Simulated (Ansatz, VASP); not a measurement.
# SnO2: VASP beside Ansatz, part 2 of 2

Aim: how closely do two programs agree when they are given the same cell, functional and k mesh? The cell is taken from a series of VASP runs on this material, whose earlier steps may have relaxed, scaled or displaced it; both programs get it as it stands.

VASP 6.6.1 and Ansatz 0.2.0.

So far: Starting point; Ansatz: relaxation of cell and atoms, r2SCAN; VASP: relaxation of cell and atoms, r2SCAN.

### Step 4. Differences

Known differences besides the potentials themselves: VASP keeps PBE cores, Ansatz makes them for the functional; both relaxations stop at a tolerance, which leaves soft axes loose, and VASP keeps its plane-wave basis; the cutoff is 500 eV in Ansatz and 520 eV in VASP; Ansatz adds a Pulay correction to the stress that steers its cell, VASP none. Total energies have different zeros and are not compared.

Compared:

| quantity | Ansatz | VASP | difference |
| --- | --- | --- | --- |
| volume (Å³) | 72.52 | 72.88 | -0.50 % |
| edge a after relaxation, in the typed setting (Å) | 4.760 | 4.767 | -0.14 % |
| edge c after relaxation, in the typed setting (Å) | 3.201 | 3.208 | -0.22 % |

The walks stopped with 0.01 GPa left in Ansatz and -0.03 GPa in VASP; each walk ends within a tolerance, so the volume difference is uncertain by about these residues over the bulk modulus, most in soft cells.

### Step 5. VASP: relaxation of cell and atoms, RPBE

The relaxed volume is the usual yardstick between codes: its relative difference is about their pressure difference at one cell divided by the bulk modulus. The cell compared in this pair holds 77.47 Å³, against 74.07 Å³ for the pair before.

Contents of INCAR:

```
SYSTEM = SnO2
PREC = Accurate
ENCUT = 520
EDIFF = 1E-06
NELM = 100
ISMEAR = 0
SIGMA = 0.03
LREAL = .FALSE.
ALGO = Normal
GGA = RP
NBANDS = 32
LORBIT = 11
LWAVE = .FALSE.
LCHARG = .FALSE.
KPAR = 4
IBRION = 2
NSW = 50
ISIF = 3
EDIFFG = -0.004
```

Contents of POSCAR:

```
SnO2
1.0
    4.8774893924      0.0000000000      0.0000000000
    0.0000000000      4.8774893924      0.0000000000
    0.0000000000      0.0000000000      3.2565213555
Sn O
2 4
Direct
    0.5000000000      0.5000000000      0.5000000000
    0.0000000000      0.0000000000      0.0000000000
    0.8069153394      0.1930846606      0.5000000000
    0.6930846606      0.6930846606      0.0000000000
    0.1930846606      0.8069153394      0.5000000000
    0.3069153394      0.3069153394      0.0000000000
```

Contents of KPOINTS:

```
Automatic mesh
0
Gamma
6 6 6
0 0 0
```

The projector-augmented-wave data sets are Sn_d and O (PBE family, release 64).

Started as:

```console
$ mpirun -np 4 vasp_std
```

Numbers of over 12 decimals in the logs are rounded to 6 here.

The log of the run:

```text
[banner, memory and clock lines left out]
running    4 mpi-ranks, on    1 nodes
[...]
[... a notice as in an earlier step ...]

 LDA part: xc-table for (Slater+PW92), standard interpolation
 POSCAR, INCAR and KPOINTS ok, starting setup
[...]
entering main loop
       N       E                     dE             d eps       ncg     rms          rms(c)
DAV:   1     0.640406424959E+03    0.64041E+03   -0.26256E+04  2768   0.249E+03
DAV:   2     0.541248064741E+02   -0.58628E+03   -0.56259E+03  2912   0.669E+02
DAV:   3    -0.364507901638E+02   -0.90576E+02   -0.89515E+02  2968   0.218E+02
DAV:   4    -0.408976320959E+02   -0.44468E+01   -0.44287E+01  3072   0.537E+01
[...]
DAV:  12    -0.349907352236E+02   -0.72974E-05   -0.20923E-05  3328   0.318E-02    0.145E-02
DAV:  13    -0.349907324488E+02    0.27748E-05   -0.20506E-05  3168   0.517E-02    0.378E-03
DAV:  14    -0.349907331808E+02   -0.73207E-06   -0.10527E-06  2088   0.848E-03
   1 F= -.34990733E+02 E0= -.34990733E+02  d E =-.349907E+02
[...]
DAV:   1    -0.349908335874E+02   -0.10114E-03   -0.26263E-03  3376   0.733E-01    0.677E-02
DAV:   2    -0.349907531064E+02    0.80481E-04   -0.23299E-04  3664   0.163E-01    0.245E-02
DAV:   3    -0.349907371013E+02    0.16005E-04   -0.32369E-05  3576   0.118E-01    0.783E-03
DAV:   4    -0.349907337136E+02    0.33877E-05   -0.55462E-06  2968   0.507E-02    0.138E-03
DAV:   5    -0.349907327187E+02    0.99481E-06   -0.23626E-06  2448   0.137E-02
   2 F= -.34990733E+02 E0= -.34990733E+02  d E =0.462087E-06
 trial-energy change:    0.000000  1 .order   -0.000001   -0.000013    0.000011
 step:   0.5369(harm=  0.5369)  dis= 0.00002  next Energy=   -34.990737 (dE=-0.345E-05)
[...]
N       E                     dE             d eps       ncg     rms          rms(c)
DAV:   1    -0.349907559987E+02   -0.22285E-04   -0.56645E-04  3344   0.341E-01    0.314E-02
DAV:   2    -0.349907382935E+02    0.17705E-04   -0.50142E-05  3616   0.761E-02    0.114E-02
DAV:   3    -0.349907346129E+02    0.36806E-05   -0.62256E-06  2808   0.549E-02    0.376E-03
DAV:   4    -0.349907347408E+02   -0.12791E-06   -0.14733E-06  1744   0.223E-02
   3 F= -.34990735E+02 E0= -.34990735E+02  d E =-.156001E-05
[...]
reached required accuracy - stopping structural energy minimisation
```

From OUTCAR (step 5):

```text
  Total        0.0115929      0.0115929     -0.0048207     -0.0000000      0.0000000      0.0000000
  in kB        0.2396834      0.2396834     -0.0996677     -0.0000000      0.0000000      0.0000000
  external PRESSURE =       0.1265664 kB  Pullay stress =       0.0000000 kB

 POSITION                                       TOTAL-FORCE (eV/Angst)
 -----------------------------------------------------------------------------------
      2.43903      2.43903      1.62831         0.000000      0.000000     -0.000000
      4.87807     -0.00000      0.00000        -0.000000      0.000000     -0.000000
      3.93616      0.94190      1.62831        -0.000218      0.000218      0.000000
      3.38094      3.38094      0.00000         0.000218      0.000218      0.000000
      0.94190      3.93616      1.62831         0.000218     -0.000218     -0.000000
      1.49713      1.49713      0.00000        -0.000218     -0.000218     -0.000000
 -----------------------------------------------------------------------------------
    total drift:                                0.000000      0.000000     -0.000000

  FREE ENERGIE OF THE ION-ELECTRON SYSTEM (eV)
  ---------------------------------------------------
  free  energy   TOTEN  =       -34.9907347408 eV

  energy  without entropy=      -34.9907347408  energy(sigma->0) =      -34.99073474

[... 2 parts as in an earlier step ...]

[... 2 further parts left out ...]
[key lines of the parts left out:]
E-fermi :   5.5341
```

### Step 6. Ansatz: relaxation of cell and atoms, RPBE

The same cell, functional, mesh and smearing now go to Ansatz, which takes its cutoff from its data sets.

The cell is taken from a series of VASP runs on this material, whose earlier steps may have relaxed, scaled or displaced it; both programs get it as it stands.

Contents of input.yaml:

```yaml
crystal:
  lattice:
    - [4.8774893924, 0.0, 0.0]
    - [0.0, 4.8774893924, 0.0]
    - [0.0, 0.0, 3.2565213555]
  atoms:
    - { symbol: Sn, position: [0.5, 0.5, 0.5] }
    - { symbol: Sn, position: [0.0, 0.0, 0.0] }
    - { symbol: O, position: [0.8069153394, 0.1930846606, 0.5] }
    - { symbol: O, position: [0.6930846606, 0.6930846606, 0.0] }
    - { symbol: O, position: [0.1930846606, 0.8069153394, 0.5] }
    - { symbol: O, position: [0.3069153394, 0.3069153394, 0.0] }
hamiltonian:
  xc: rpbe
  pseudopotentials: { kind: paw }
kpoints:
  mp_grid: { grid: [6, 6, 6] }
scf:
  occupations: { method: gaussian, width: 0.03 }
relax:
  f_tol: 0.01
  max_steps: 60
  cell: { stress_tol: 0.05 }
output:
  forces: true
  stress: true
```

Started as:

```console
$ ansatz run input.yaml --threads 4 --pin off --max-ram 9216MiB --backend cpu --events-out ev --progress --plain --runs-dir out
```

The log of the run:

```text
[...]
Crystal: 6 atoms, lattice volume = 77.472 Å³
Basis set: ecut = 420 eV, 1519 PW (Γ), exchange–correlation on 72×72×48 points (8 copies of the dense FFT grid, shifted against one another)
Bands: 32, of which v1, the nominal top of the filled ones, is band 26 counted from 1 (25 counted from 0)
Symmetry: 16 space group operations
[...]
k-points: 40 of 216
[...]
cell:  # Å, volume = 77.2840 Å³
    - [4.875180, 0.0, 0.0]
    - [0.0, 4.875180, 0.0]
    - [0.0, 0.0, 3.251684]
  atoms:
    - { symbol: Sn, position: [0.500000, 0.500000, 0.500000] }
    - { symbol: Sn, position: [0, 0, 0.0] }
    - { symbol: O, position: [0.806860, 0.193140, 0.500000] }
    - { symbol: O, position: [0.693140, 0.693140, 0.0] }
    - { symbol: O, position: [0.193140, 0.806860, 0.500000] }
    - { symbol: O, position: [0.306860, 0.306860, 0.0] }
[key lines of the parts left out:]
SCF converged after 5 iterations
Free energy (F): -14341.983557 eV
Fermi energy:    8.821418 eV
P = ⅓ Tr σ = -0.0207 GPa (-0.207 kbar)
```

Wall time 3.3 s (4 threads of Arm Neoverse V2, shared host); peak memory 0.44 GiB; 12 s of CPU time.

### Step 7. Side by side

What differs besides the data sets and the points named for the pairs above, as far as they apply: the cutoff is 420 eV in Ansatz and 520 eV in VASP; Ansatz makes its cores anew for this functional, VASP keeps those of its PBE data sets; VASP leaves aspherical gradient terms in its spheres out (LASPH is not set), Ansatz keeps them. Total energies have different zeros and are not compared.

Both answers:

| quantity | Ansatz | VASP | difference |
| --- | --- | --- | --- |
| volume (Å³) | 77.28 | 77.49 | -0.27 % |
| edge a after relaxation, in the typed setting (Å) | 4.875 | 4.878 | -0.06 % |
| edge c after relaxation, in the typed setting (Å) | 3.252 | 3.257 | -0.15 % |

The walks stopped with -0.02 GPa left in Ansatz and 0.01 GPa in VASP; each walk ends within a tolerance, so the volume difference is uncertain by about these residues over the bulk modulus, most in soft cells.

### Step 8. Results

| Property | Result |
| --- | --- |
| difference in volume (relaxation of cell and atoms, r2SCAN) | -0.50 % |
| difference in volume (relaxation of cell and atoms, RPBE) | -0.27 % |

The difference in volume is -0.50 % (relaxation of cell and atoms, r2SCAN), within the 1.2 % picked in this series as the mark of a large difference, as far as the stopping tolerances let one tell. Such differences can come from data sets, numerical settings and the points named under the comparisons, not from the functional's error against experiment.

[Lines on the potential files, build, host, timing and source positions are cut from VASP's logs without a mark.]

[Logs are printed without paths, hosts, clocks, repeated set-up lines and the standing remarks that a program may print on its own settings, such as how far it seeks lower states.]

[Hosts, paths, dates, database ids (printed as entryN), source tags and the programs' standing remarks are cut or masked in the printed files.]
